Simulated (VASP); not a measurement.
# BAs: convergence, vacuum levels of a slab or layer

BAs, slab, 6 atoms in the cell. PBEsol; PAW potentials As, B (PBE set). VASP 6.6.1.

Wanted: face levels within 0.04 eV; energy within 2 meV/atom; forces within 0.02 eV/Å.

Crystal: BAs, F-43m; Face: (1 1 1); Atomic planes: 6; Dipole correction: yes.

Face levels: vacuum level at each face, counted from the Fermi level.

POSCAR of the starting run:
```
BAs
1.0
    3.3787955151      0.0000000000      0.0000000000
   -1.6893977576      2.9261227503      0.0000000000
    0.0000000000      0.0000000000     21.2072437179
As B
3 3
Direct
    0.7500000000      0.8750000000      0.3536527471
    0.4166666667      0.2083333333      0.4837391941
    0.0833333334      0.5416666667      0.6138256412
    0.4166666667      0.2083333333      0.3861743588
    0.0833333334      0.5416666667      0.5162608059
    0.7500000001      0.8750000000      0.6463472529
```

The series start from vacuum (Å): 15; correction: LDIPOL, IDIPOL 3, DIPOL, AMIN 0.01; k spacing (1/Å): 0.3; Cutoff ENCUT (eV): 420; SCF threshold EDIFF (eV): 1e-6; PREC: Accurate; LREAL: .FALSE.; ALGO: Normal. Each series keeps the choices made before it, and each single choice may use up half of a tolerance.

## Vacuum (Å)

| Vacuum (Å) | Face levels, largest deviation (eV) | Energy less reference (meV/atom) | Forces, largest deviation (eV/Å) | SCF iterations | Time (s) |
|---|---|---|---|---|---|
| 6 | 0.132 | 4.6 | 0.024 | 21 | 8.2 |
| 8 | 0.030 | 0.7 | 0.002 | 21 | 8.8 |
| 10 | 0.012 | 0.3 | 0.001 | 21 | 10 |
| 12 | 0.002 | 0.2 | 0.001 | 25 | 14 |
| 15 | 0.000 | 0.1 | 0.000 | 30 | 16 |
| 20 | 0.001 | 0.0 | 0.000 | 34 | 26 |
| 25 (reference) | 0.000 | 0.0 | 0.000 | 38 | 35 |

Chosen: 10, the loosest value from which every tighter one stays within half of the tolerance.

## Correction

| Correction | Face levels, largest deviation (eV) | Energy less reference (meV/atom) | Forces, largest deviation (eV/Å) | SCF iterations | Time (s) |
|---|---|---|---|---|---|
| LDIPOL, IDIPOL 3, DIPOL, AMIN 0.01 | 0.000 | 0.0 | 0.000 | 21 | 10 |
| LDIPOL, default AMIN | 0.005 | 0.0 | 0.000 | 23 | 11 |
| LDIPOL, no DIPOL | no result | no result | no result | 150 | 72 |
| IDIPOL 3 alone (energy only) | 0.357 | 0.6 | 0.016 | 22 | 10 |
| kernel truncation, coarsened | 0.039 | -0.2 | 0.000 | 23 | 14 |
| kernel truncation, full padding | 0.008 | -0.2 | 0.000 | 23 | 15 |

Chosen: LDIPOL, IDIPOL 3, DIPOL, AMIN 0.01; no other choice that stays within half of the tolerance saves 30 % of the time.

## k spacing (1/Å)

| k spacing (1/Å) | Face levels, largest deviation (eV) | Energy less reference (meV/atom) | Forces, largest deviation (eV/Å) | SCF iterations | Time (s) |
|---|---|---|---|---|---|
| 0.6 | 0.114 | 63.6 | 0.491 | 24 | 7.9 |
| 0.45 | 0.064 | 17.9 | 0.300 | 23 | 9.6 |
| 0.3 | 0.017 | 0.2 | 0.009 | 21 | 10 |
| 0.22 | 0.009 | 0.0 | 0.032 | 23 | 14 |
| 0.16 (reference) | 0.000 | 0.0 | 0.000 | 22 | 17 |

Chosen: 0.16; the next looser run is off by more than half of the tolerance, so convergence isn't shown beyond this value.

## Cutoff ENCUT (eV)

| Cutoff ENCUT (eV) | Face levels, largest deviation (eV) | Energy less reference (meV/atom) | Forces, largest deviation (eV/Å) | SCF iterations | Time (s) |
|---|---|---|---|---|---|
| 260 | 0.007 | 19.2 | 0.026 | 22 | 8.6 |
| 320 | 0.001 | 3.3 | 0.004 | 22 | 10 |
| 370 | 0.001 | 0.8 | 0.001 | 22 | 16 |
| 420 | 0.001 | 0.6 | 0.001 | 22 | 17 |
| 480 | 0.000 | 0.5 | 0.001 | 22 | 18 |
| 575 (reference) | 0.000 | 0.0 | 0.000 | 22 | 25 |

Chosen: 370.

## SCF threshold EDIFF (eV)

| SCF threshold EDIFF (eV) | Face levels, largest deviation (eV) | Energy less reference (meV/atom) | Forces, largest deviation (eV/Å) | SCF iterations | Time (s) |
|---|---|---|---|---|---|
| 0.001 | 0.225 | 0.2 | 0.028 | 14 | 10 |
| 0.0001 | 0.059 | 0.2 | 0.012 | 16 | 11 |
| 1e-5 | 0.007 | 0.0 | 0.002 | 21 | 15 |
| 1e-6 | 0.003 | 0.0 | 0.001 | 22 | 16 |
| 1e-7 (reference) | 0.000 | 0.0 | 0.000 | 27 | 19 |

Chosen: 1e-5.

## PREC

| PREC | Face levels, largest deviation (eV) | Energy less reference (meV/atom) | Forces, largest deviation (eV/Å) | SCF iterations | Time (s) |
|---|---|---|---|---|---|
| Accurate | 0.000 | 0.0 | 0.000 | 21 | 15 |
| Normal | 0.001 | 0.0 | 0.000 | 21 | 7.1 |

Chosen: Normal, the fastest of those that stay within half of the tolerance.

## LREAL

| LREAL | Face levels, largest deviation (eV) | Energy less reference (meV/atom) | Forces, largest deviation (eV/Å) | SCF iterations | Time (s) |
|---|---|---|---|---|---|
| .FALSE. | 0.000 | 0.0 | 0.000 | 21 | 7.1 |
| Auto | 0.000 | -0.1 | 0.026 | 21 | 7.5 |

Chosen: .FALSE..

## ALGO

| ALGO | Face levels, largest deviation (eV) | Energy less reference (meV/atom) | Forces, largest deviation (eV/Å) | SCF iterations | Time (s) |
|---|---|---|---|---|---|
| Normal | 0.000 | 0.0 | 0.000 | 21 | 7.1 |
| Fast | 0.013 | 0.0 | 0.005 | 18 | 6.0 |
| All | 0.019 | 0.0 | 0.024 | 31 | 14 |

Chosen: Fast; it saves 1.1 s of 7.1, so Normal would do nearly as well.

## All choices together

| Input | Face levels, largest deviation (eV) | Energy less reference (meV/atom) | Forces, largest deviation (eV/Å) | Time (s) |
|---|---|---|---|---|
| starting input without the dipole correction (naive) | 0.366 | 0.6 | 0.012 | 14 |
| chosen settings | 0.026 | 1.1 | 0.003 | 6.0 |
| reference settings throughout | 0.000 | 0.0 | 0.000 | 98 |

The chosen settings stay within the tolerance of the reference run, but the reference itself isn't shown to be converged in: k spacing (1/Å).

Values of the reference run: Face levels: 4.74, 5.609 eV.

## The input

INCAR:
```
SYSTEM = BAs
PREC = Normal
ENCUT = 370
EDIFF = 1E-5
ISMEAR = 0
SIGMA = 0.1
LREAL = .FALSE.
LASPH = .TRUE.
ALGO = Fast
NELM = 150
LWAVE = .FALSE.
LCHARG = .FALSE.
GGA = PS
KPAR = 4
LVHAR = .TRUE.
LVACPOTAV = .TRUE.
LDIPOL = .TRUE.
IDIPOL = 3
DIPOL = 0.5 0.5 0.5
AMIN = 0.01
```

KPOINTS:
```
Automatic mesh
0
Gamma
  14 14 1
  0 0 0
```

POSCAR:
```
BAs
1.0
    3.3787955151      0.0000000000      0.0000000000
   -1.6893977576      2.9261227503      0.0000000000
    0.0000000000      0.0000000000     16.2072437179
As B
3 3
Direct
    0.7500000000      0.8750000000      0.3085040299
    0.4166666667      0.2083333333      0.4787226700
    0.0833333334      0.5416666667      0.6489413102
    0.4166666667      0.2083333333      0.3510586898
    0.0833333334      0.5416666667      0.5212773300
    0.7500000001      0.8750000000      0.6914959701
```

Commands:
```
cat potpaw_PBE.64/As/POTCAR potpaw_PBE.64/B/POTCAR > POTCAR
mpirun -np 4 vasp_std > vasp.out
```

The chosen input took VASP 6.6.1 6.0 s on 4 cores (AMD EPYC 9R45 (Zen 5)), a shared host.

## An input that fails: dipole correction along an axis in the plane

It runs to its end, but against the unchanged starting input it is off by 5.143 eV in the face levels, 3945.7 meV/atom in the energy, 5.735 eV/Å in the forces.

Changes against the starting input:
```
- IDIPOL = 3
+ IDIPOL = 1
```
